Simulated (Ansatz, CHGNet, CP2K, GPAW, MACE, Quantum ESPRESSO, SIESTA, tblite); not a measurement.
# Running twisted 2H-MoTe2/1T-TiSe2 bilayer, 21.79° (42 atoms) with tblite

How do the settings of tblite change the result for twisted 2H-MoTe2/1T-TiSe2 bilayer, 21.79° (42 atoms)? A plane-wave run serves as the yardstick.

Calculated with tblite 0.8.0; the method is named at each step.

## (1) The starting structure

The cell holds 42 atoms: 7 Mo, 14 Te, 7 Ti and 14 Se. Its edges and angles: a = 9.339 Å, b = 9.339 Å, c = 26.040 Å, α = 90.0°, β = 90.0°, γ = 120.0°. 2H-MoTe2 (a = 3.52 Å) under 1T-TiSe2 (a = 3.54 Å), bilayer, commensurate cell of 7 unit cells a layer, twist 21.79 deg, both strained to the mean lattice constant; facing planes 3.34 Å apart; 16 Å of vacuum; layers as built, displaced by a Gaussian of 0.01 Å. Then every atom was moved at random, 0.03 Å r.m.s. a Cartesian component. Regions: layer 1, 21 atoms (7 Mo and 14 Te); layer 2, 21 atoms (7 Ti and 14 Se). Vacuum lies along c.

The yardstick, on the same geometry:

```
method                 : Kohn-Sham DFT, PBE, PAW, plane waves (Ansatz 0.2.0); cutoff 420 eV, Γ point, fermi-dirac smearing of 0.05 eV; PAW set soft_2
r.m.s. force component : 0.4396 eV/Å
longest force          : 1.668 eV/Å
SCF cycles             : 23
time                   : 19 s on 8 threads of Arm Neoverse V2, shared host
CPU time               : 2.3 min
```

## (2) IPEA1-xTB

Method: IPEA1-xTB tight binding, diagonalisation.

The input, run.py:

```python
import numpy as np
from ase.io import read
from tblite.ase import TBLite

atoms = read("structure.xyz")
atoms.calc = TBLite(method="IPEA1-xTB", electronic_temperature=580, accuracy=1.0, max_iterations=250, mixer_damping=0.1, verbosity=1)
energy = atoms.get_potential_energy()
forces = atoms.get_forces()
print(f"energy {energy:.6f} eV")
print("forces (eV/A)")
for i, (a, f) in enumerate(zip(atoms, forces)):
    print(f"{i:4d} {a.symbol:2s} {f[0]:10.5f} {f[1]:10.5f} {f[2]:10.5f}")
print("charges (e)")
print(np.array2string(atoms.get_charges(), precision=4, suppress_small=True, max_line_width=110, threshold=100000))
```

The input, structure.xyz:

```xyz
42
Lattice="9.33950 0.00000 0.00000 -4.66975 8.08824 0.00000 0.00000 0.00000 26.04000" Properties=species:S:1:pos:R:3 pbc="T T T"
Mo 0.65465 1.95371 9.75432
Te 2.00617 0.35580 11.63389
Te 2.01635 0.35790 8.01433
Mo 0.01672 5.32562 9.75302
Te 1.36240 3.84070 11.58155
Te 1.32042 3.84353 7.96251
Mo 4.02691 0.80122 9.78713
Te 0.64825 7.29883 11.57869
Te 0.66138 7.34485 7.98386
Mo 3.38459 4.24544 9.81630
Te 4.65840 2.69880 11.59848
Te 4.62866 2.76052 8.06250
Mo 2.64158 7.73592 9.75563
Te 3.97074 6.13889 11.63311
Te 4.03639 6.17092 8.00652
Mo 6.62619 3.02403 9.80562
Te 8.00451 1.54874 11.62321
Te 8.02772 1.56516 7.99324
Mo -3.36045 6.51637 9.78844
Te -1.96601 4.98794 11.58129
Te -2.00748 5.01366 8.05626
Ti -2.03256 5.76206 16.47941
Se -0.63807 7.33992 17.98348
Se -0.00177 5.41330 14.95920
Ti 4.67115 8.07805 16.49504
Se 1.25350 1.58457 18.11681
Se -2.65732 7.68553 15.00659
Ti 0.70182 3.41639 16.45832
Se 2.03498 5.00064 18.04442
Se 2.68053 3.08243 14.92196
Ti 1.29235 6.88592 16.48801
Se 7.34071 0.37926 18.02984
Se 3.33280 6.55730 14.92561
Ti 3.36549 1.14157 16.47785
Se 4.71425 2.68829 18.06030
Se 5.36148 0.76588 14.90295
Ti 4.04573 4.62526 16.52524
Se 5.31273 6.11608 18.04442
Se 5.97831 4.23791 14.99383
Ti 6.67578 2.32796 16.50962
Se -1.27806 3.79217 18.03921
Se -0.67151 1.97175 14.94696
```

Command:

```bash
OMP_NUM_THREADS=1 python run.py > output.txt
```

Log:

```text
------------------------------------------------------------
  cycle        total energy    energy error   density error
------------------------------------------------------------
      1     -115.4838511383  -1.1546016E+02   8.6204844E-01
      2     -83.43983927122   3.2044012E+01   9.4967375E-01
      3     -120.0287694383  -3.6588930E+01   6.1180284E-01
      4     -126.8024982010  -6.7737288E+00   4.8816501E-01
      5     -123.0112239560   3.7912742E+00   3.7192417E-01
      6     -126.1453403105  -3.1341164E+00   2.3656302E-01
      7     -126.8864423568  -7.4110205E-01   1.9038143E-01
      8     -127.1075227623  -2.2108041E-01   1.4928680E-01
      9     -126.9098296057   1.9769316E-01   1.4201787E-01
     10     -127.3777819275  -4.6795232E-01   1.0716148E-01
     11     -127.4147522829  -3.6970355E-02   1.0169079E-01
     12     -127.5602502495  -1.4549797E-01   6.5475042E-02
     13     -127.6296223598  -6.9372110E-02   4.9812979E-02
     14     -127.6299836328  -3.6127299E-04   6.2377464E-02
     15     -127.6428064901  -1.2822857E-02   5.9385219E-02
     16     -127.7022610097  -5.9454520E-02   3.8761152E-02
     17     -127.7300311867  -2.7770177E-02   2.7610761E-02
     18     -126.8647106589   8.6532053E-01   1.1794131E-01
     19     -126.8847185772  -2.0007918E-02   1.1664864E-01
     20     -127.7684699540  -8.8375138E-01   7.3202231E-03
     21     -127.7691260544  -6.5610038E-04   4.3927005E-03
     22     -127.7681942535   9.3180088E-04   6.3849573E-03
     23     -127.7534952738   1.4698980E-02   1.5732524E-02
     24     -127.7521684270   1.3268468E-03   1.6347154E-02
[...]
34     -127.7695484098  -2.7431316E-05   1.7341973E-04
     35     -127.7695376600   1.0749839E-05   4.4464546E-04
     36     -127.7695469467  -9.2866810E-06   1.9533159E-04
     37     -127.7695493618  -2.4151659E-06   2.2343884E-05
     38     -127.7695492603   1.0149603E-07   4.3875427E-05
     39     -127.7695493303  -6.9996901E-08   3.3074121E-05
     40     -127.7695493640  -3.3712993E-08   2.1295693E-05
     41     -127.7695493837  -1.9642599E-08   8.0766870E-06
------------------------------------------------------------
 total:                                   1.889 sec
energy -3476.786530 eV
forces (eV/A)
   0 Mo    0.37962   -0.76579    1.24254
   1 Te   -0.03224    0.34533   -0.25436
   2 Te   -0.07774    0.09695   -0.41162
   3 Mo    0.30517    1.28882    0.80259
   4 Te   -0.07615    0.02388    0.76679
   5 Te    0.83283    0.00003   -0.40838
   6 Mo   -0.65583   -0.37366    0.48070
   7 Te    0.01257   -0.36322    0.46199
   8 Te   -0.37712   -0.43707   -0.42385
   9 Mo   -1.52777    0.33639   -0.11313
  10 Te   -0.05185   -0.14389    1.40320
  11 Te    0.32768   -0.48386   -1.83724
  12 Mo    0.79282   -0.54960    1.00737
  13 Te    0.06873    0.48273    0.27446
  14 Te   -0.40062   -0.07450   -0.70464
  15 Mo    0.88986    0.75672    0.12625
  16 Te    0.07603   -0.18237    0.34078
  17 Te   -0.32259    0.03993   -0.88674
  18 Mo    0.27026    0.60631    1.31547
  19 Te   -0.16366   -0.09836    0.58785
  20 Te   -0.29931   -0.52469   -1.10756
  21 Ti    0.05333   -0.32740    0.21340
  22 Se   -0.24294   -0.05389   -1.09281
  23 Se   -0.03714   -0.00572    0.84081
[...]
34 Se   -0.28404   -0.05626   -1.66346
  35 Se   -0.18654    0.18526    1.21891
  36 Ti   -0.21956    0.02329    0.06893
  37 Se    0.32700    0.35239   -1.33455
  38 Se    0.22274    0.07889    0.67345
  39 Ti    0.09497   -0.18495    0.36004
  40 Se   -0.39021    0.56783   -1.61799
  41 Se    0.20069   -0.16946    1.03052
charges (e)
[-0.0817  0.0779  0.0524 -0.0888  0.1039  0.0543 -0.0773  0.0983  0.053  -0.0808  0.1034  0.0588 -0.084
  0.0877  0.0569 -0.0797  0.0878  0.0552 -0.0759  0.1005  0.0627  0.332  -0.147  -0.2438  0.3273 -0.1786
 -0.2003  0.3312 -0.1757 -0.2554  0.3309 -0.1819 -0.2456  0.3318 -0.1526 -0.2536  0.3279 -0.1411 -0.2168
  0.3262 -0.1772 -0.2222]
```

It took 2.4 s on 1 thread of Arm Neoverse V2, shared host; peak memory 0.15 GiB.

Banners, paths, timers and routine set-up lines are dropped from the logs unmarked, and long logs keep their key lines alone; longer cuts are marked.

Numbers from this run, and their distance from the reference:

```
r.m.s. force component                  : 0.6563 eV/Å
r.m.s. difference of force components   : 538.8 meV/Å
longest difference of force vectors     : 1888 meV/Å
force difference over r.m.s. force      : 122.6 %
slope of forces against the reference's : 0.8634
correlation of force components         : 0.5784
```

Length of the force difference by element (eV/Å):

| element | atoms | mean | most |
| --- | --- | --- | --- |
| Mo | 7 | 0.27 | 0.39 |
| Se | 14 | 1.5 | 1.9 |
| Te | 14 | 0.42 | 0.72 |
| Ti | 7 | 0.43 | 0.61 |

A closer look about Se38, whose charge lies farthest from its element's mean: 13 atoms, nearest first, numbered in the order of the input, with positions taken from that point.

```
atom      x      y      z  distance (Å)  bonds  Mulliken charge (e)     Fx     Fy  Fz (eV/Å)
Se38   0.00   0.00   0.00          0.00      3                -0.14   0.33   0.35      -1.33
Ti37  -1.27  -1.49  -1.52          2.48      6                 0.33  -0.22   0.02       0.07
Ti22   1.99  -0.35  -1.57          2.56      6                 0.33   0.05  -0.33       0.21
Ti25  -0.64   1.96  -1.55          2.58      6                 0.33  -0.30   0.01       0.23
Se29  -3.28  -1.12   0.00          3.46      3                -0.18  -0.14   0.18      -1.70
Se35  -0.60  -3.43   0.02          3.48      3                -0.15  -0.28  -0.06      -1.66
Se32  -2.64   2.35  -0.01          3.54      3                -0.18   0.02   0.06      -1.69
Se41   2.75  -2.32  -0.01          3.60      3                -0.18  -0.39   0.57      -1.62
Se23   3.39   1.22  -0.06          3.60      3                -0.15  -0.24  -0.05      -1.09
Se26   0.61   3.56   0.07          3.61      3                -0.18   0.51  -0.16      -2.04
Se39   0.67  -1.88  -3.05          3.64      3                -0.22   0.22   0.08       0.67
Se27   1.37   1.57  -3.04          3.68      3                -0.20  -0.08   0.16       0.85
Se33  -1.98   0.44  -3.12          3.72      3                -0.25   0.08   0.12       1.29
```

Atoms are counted from 1 here, from 0 in the log.

Forces lie 123 % from the reference's, at 0.017 times its CPU time (on 1 against 8 cores).

The difference per atom is largest on Se (1.5 eV/Å on average, against 0.43 on Ti).

## (3) GFN1-xTB

Method: GFN1-xTB tight binding, diagonalisation.

run.py: that of step 2 with these lines changed.

```diff
@@ -5,3 +5,3 @@
 atoms = read("structure.xyz")
-atoms.calc = TBLite(method="IPEA1-xTB", electronic_temperature=580, accuracy=1.0, max_iterations=250, mixer_damping=0.1, verbosity=1)
+atoms.calc = TBLite(method="GFN1-xTB", electronic_temperature=580, accuracy=1.0, max_iterations=250, mixer_damping=0.1, verbosity=1)
 energy = atoms.get_potential_energy()
```

structure.xyz is that of step 2.

Log:

```text
------------------------------------------------------------
  cycle        total energy    energy error   density error
------------------------------------------------------------
      1     -120.2895386296  -1.2025912E+02   6.8974326E-01
      2     -124.6524219247  -4.3628833E+00   5.4049412E-01
      3     -123.9830282284   6.6939370E-01   5.0584201E-01
      4     -123.6423607599   3.4066747E-01   4.8539796E-01
      5     -34.16251789250   8.9479843E+01   9.4230651E-01
      6     -125.0950241080  -9.0932506E+01   3.2802667E-01
      7     -125.5969511541  -5.0192705E-01   3.0888052E-01
      8     -125.6255587637  -2.8607610E-02   2.7672607E-01
      9     -121.0256559786   4.5999028E+00   2.9481124E-01
     10     -122.0267968137  -1.0011408E+00   2.2540529E-01
     11     -122.7818462255  -7.5504941E-01   1.7690755E-01
     12     -122.7075058194   7.4340406E-02   1.8007350E-01
[...]
63     -125.8956809313   1.0451683E-06   1.4949187E-04
     64     -125.8956789575   1.9738828E-06   1.9702880E-04
     65     -125.8956801352  -1.1777523E-06   1.4991003E-04
     66     -125.8956820372  -1.9019712E-06   1.6937310E-05
     67     -125.8956820525  -1.5340234E-08   1.1362384E-05
------------------------------------------------------------
 total:                                   2.491 sec
energy -3425.796003 eV
forces (eV/A)
   0 Mo    0.34136   -0.65323    1.17848
   1 Te   -0.04671    0.21156   -0.40903
   2 Te   -0.05796    0.07099   -0.33681
   3 Mo    0.29816    1.11268    0.82716
   4 Te    0.03471    0.00546    0.46730
   5 Te    0.70656   -0.01427   -0.40029
   6 Mo   -0.55673   -0.34370    0.55204
   7 Te   -0.02115   -0.27066    0.18318
   8 Te   -0.28568   -0.39155   -0.39842
   9 Mo   -1.36726    0.36992    0.04725
  10 Te   -0.02545   -0.12763    1.00021
  11 Te    0.27881   -0.48079   -1.68386
[...]
37 Se    0.23031    0.32303   -0.69282
  38 Se    0.17745    0.06318    0.38888
  39 Ti   -0.00143   -0.12143    0.07850
  40 Se   -0.21474    0.36763   -0.91470
  41 Se    0.08222   -0.14734    0.66603
charges (e)
[-0.1735  0.0912  0.0906 -0.1729  0.1009  0.091  -0.1731  0.097   0.0896 -0.1803  0.1053  0.0962 -0.1754
  0.0988  0.0934 -0.1827  0.0991  0.094  -0.168   0.0962  0.0939  0.1428 -0.0737 -0.0973  0.1538 -0.0713
 -0.0919  0.149  -0.0725 -0.102   0.1558 -0.0739 -0.0946  0.1543 -0.0713 -0.0978  0.1498 -0.0688 -0.0929
  0.1551 -0.0719 -0.0919]
```

Elapsed: 3 s, on 1 thread; peak memory 0.15 GiB.

Compared with the plane-wave run:

| Item | Value |
| --- | --- |
| r.m.s. force component | 0.4957 eV/Å |
| r.m.s. difference of force components | 357.4 meV/Å |
| longest difference of force vectors | 1303 meV/Å |
| force difference over r.m.s. force | 81.3 % |
| slope of forces against the reference's | 0.8053 |
| correlation of force components | 0.7141 |

Against the first run (123 %), the force difference from the reference is 81 %, at 1.3 times the CPU time (67 SCF steps against 41).

## (4) Side by side

Differences are against the plane-wave reference, forces as r.m.s. over components; share is that over the reference's r.m.s. force, slope the least-squares factor from reference forces to these. Total energies of different programs have different zeros and aren't compared.

| run | Δ force, r.m.s. (meV/Å) | share (%) | slope | cores | CPU time | memory (GiB) |
| --- | --- | --- | --- | --- | --- | --- |
| reference | - | - | - | 8 | 2.3 min | 2.6 |
| tblite IPEA1-xTB | 539 | 123 | 0.863 | 1 | 2.4 s | 0.15 |
| tblite GFN1-xTB | 357 | 81.3 | 0.805 | 1 | 3 s | 0.15 |

CPU time is summed over cores on a shared host, where runs went side by side, so it is rough. Symmetry, cutoffs, thresholds, outputs and thread counts weren't matched or tuned between programs; memory under MPI is the largest rank's times the ranks.

Mean charges by element (e), by run and scheme:

```csv
run,scheme,Mo,Te,Ti,Se
reference,Löwdin,-0.05,+0.13,+0.72,-0.29
tblite IPEA1-xTB,Mulliken,-0.08,+0.08,+0.33,-0.20
tblite GFN1-xTB,Mulliken,-0.18,+0.10,+0.15,-0.08
```

The reference's Löwdin charges lack the electrons that the projection spills, 0.058 e an atom on average.

## (5) Summary of results

```yaml
nearest_in_forces: tblite GFN1-xTB, 81 %
its_cpu_time: 3 s
```

**Reading.** Tight binding differs by 81 % (tblite GFN1-xTB) to 123 % (tblite IPEA1-xTB); it is another model, with fitted parameters of its own, and the xTB methods hold dispersion. IPEA1-xTB was fitted to ionisation energies and electron affinities, not to forces or charges. Of the electronic-structure runs that take under half the reference's CPU time, tblite GFN1-xTB comes nearest, at 81 % in 3 s against 2.3 min, too far off to be of use. Charges hang on model, scheme and program or settings: among these rows the mean for Ti runs from +0.15 to +0.72 e. Periodic xTB results under one method name differ between programs and library versions. The reference's PBE has no dispersion term, which matters for the binding between molecules or layers. The runs have no spin polarisation, so moments on Ti can't form, and no Hubbard term. The electronic-structure runs sample only Γ, in a cell whose shortest periodic width is 8 Å, which is coarse for a cell with partly filled levels. Spin–orbit coupling is left out, which matters for the levels of the heavy elements.

[Also dropped from logs without a mark: logging warnings of Python, and SIESTA's first energy breakdown and zero terms.]

[Logs are printed without paths, hosts, clocks, repeated set-up lines and the standing remarks that a program may print on its own settings, such as how far it seeks lower states.]

[Hosts, paths, dates, database ids (printed as entryN), source tags and the programs' standing remarks are cut or masked in the printed files.]
